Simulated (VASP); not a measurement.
**TePb: single point with r2SCAN**

**Measured values to compare with.**

A printed reference work, monograph reports, for a bulk crystal of TePb at 4.2 K: band gap 0.19 eV (direct).

Crystal: TePb.

```
Te Pb
1.0
     0.00000    3.26786    3.26786
     3.26786    0.00000    3.26786
     3.26786    3.26786    0.00000
Te Pb
1 1
Direct
  0.50000 0.50000 0.50000
  0.00000 0.00000 0.00000
```

```
Program                : VASP 6.6.1
Task                   : single point
Functional             : r2SCAN
Potentials or basis    : VASP PAW PBE potentials, release 64 (Te, Pb_d)
Cutoff                 : 520 eV
k mesh                 : 8 × 8 × 8
Occupations            : gaussian, width 0.01 eV
Spin                   : no spin polarisation
Dipole correction      : no
Further INCAR settings : ALGO = Normal; EDIFF = 1e-07; NBANDS = 17
```

```json
{
 "Pressure": "0.0 GPa",
 "Band gap on the k mesh": "1.09 eV, direct"
}
```

Levels at points of the mesh, in eV from the valence-band top:
| k point | band 7 | band 8 | band 9 | band 10 | band 11 | band 12 | band 13 | band 14 |
| --- | --- | --- | --- | --- | --- | --- | --- | --- |
| (0.00, 0.00, 0.00) | -5.72 | -1.35 | -1.35 | -1.35 | 4.32 | 4.32 | 4.32 | 6.27 |
| (0.50, 0.00, 0.00) | -8.71 | -0.90 | -0.90 | 0.00 | 1.09 | 1.51 | 1.51 | 8.91 |
| (0.50, 0.50, 0.00) | -7.44 | -4.41 | -2.76 | -2.76 | 3.74 | 5.71 | 5.71 | 6.97 |

Run time: 2.2 min on 1 thread of Intel(R) Xeon(R) Platinum 8259CL CPU @ 2.50GHz (Skylake/Cascade Lake) (shared host), peak memory 0.23 GiB.

A measured gap of TePb is 0.19 eV (direct; 4.2 K; a printed reference work, monograph); the calculated 1.09 eV misses it by +0.90 eV. Spin-orbit coupling on Pb, Te is left out. The value is that of r2SCAN on a finite k mesh, which can miss the band edges, without temperature or zero-point motion.

Caveat: the PAW data sets were made with another functional, which shifts forces and pressure a little; spin-orbit coupling is left out, which moves the levels of the heavy elements.
